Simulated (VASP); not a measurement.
The system is BP.

```
CELL_PARAMETERS angstrom
0.00000 2.26832 2.26832
2.31096 0.00000 2.26832
2.31096 2.26832 0.00000
ATOMIC_POSITIONS crystal
B 0.00000 0.00000 0.00000
P 0.25000 0.25000 0.25000
```

The cell was built by a generator and needn't be a form met in nature.

The cell isn't the ideal one: uniaxial_x strain +1.9%.

Program: VASP 6.6.1. Alike in all runs: task single point; potentials or basis VASP PAW PBE potentials, release 64 (B, P); no spin polarisation; cell uniaxial_x strain +1.9%; cutoff (eV) 520. Hardware: 1 thread of Intel(R) Xeon(R) 6975P-C (Granite Rapids), with other jobs on the host.

Q: Order these runs on this cell by their wall time, lowest first.
A. level r2SCAN; k mesh 10 × 10 × 10; smearing gaussian 0.01 eV
B. level PBE; k mesh 10 × 10 × 10; smearing fermi-dirac 0.02 eV
C. level HSE06; k mesh 6 × 6 × 6; smearing gaussian 0.01 eV; exchange at q = 0 truncated; grid for exact exchange (PRECFOCK) Normal; screening parameter 0.2079 1/A

A: B (13 s), A (30 s), C (360 s).
